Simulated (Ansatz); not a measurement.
GaN:

```xyz
2
Lattice="0.0000 2.1352 2.1352 2.1352 0.0000 2.1352 2.1352 2.1352 0.0000" Properties=species:S:1:pos:R:3 pbc="T T T"
Ga    0.0000    0.0000    0.0000
N     2.1352    2.1352    2.1352
```

Measurements of this composition are mostly on another form, of space group No. 186.

Program: Ansatz 0.2.0. Alike in all runs: potentials or basis Ansatz PAW; cell as given; smearing fermi-dirac 0.05 eV; the mesh is coarse, so values aren't converged.

Question: Order these runs on this cell by their pressure, lowest first.
A. level HSE06 form with a typed share of exact exchange; spin off; k mesh 6 × 6 × 6; cutoff (eV) 420; screening (1/Å) 0.2; share of exact exchange 0.2
B. level PBE0; spin SOC, no magnetisation; k mesh 5 × 5 × 5; cutoff (eV) 420
C. level r2SCAN50; spin off; k mesh 6 × 6 × 6; cutoff (eV) 500; points for each segment of the path 4
D. level HSE06 form with a typed share of exact exchange; spin off; k mesh 6 × 6 × 6; cutoff (eV) 420; screening (1/Å) 0.2; share of exact exchange 0.15
E. level HSE06 form with a typed share of exact exchange; spin off; k mesh 6 × 6 × 6; cutoff (eV) 420; screening (1/Å) 0.2; share of exact exchange 0.4

Answer: C (-20.1 GPa), E (-15.3 GPa), B (-10.3 GPa), A (-8.2 GPa), D (-6.4 GPa).

Caveats: all runs use coarse meshes; the PAW data sets come from PBE, with cores solved anew for the run's functional, which leaves a small shift of forces and pressure; the thresholds are loose for stress; so large a pressure means that the cell lies far from this level's equilibrium, or that cutoff or potentials fall short (some runs).
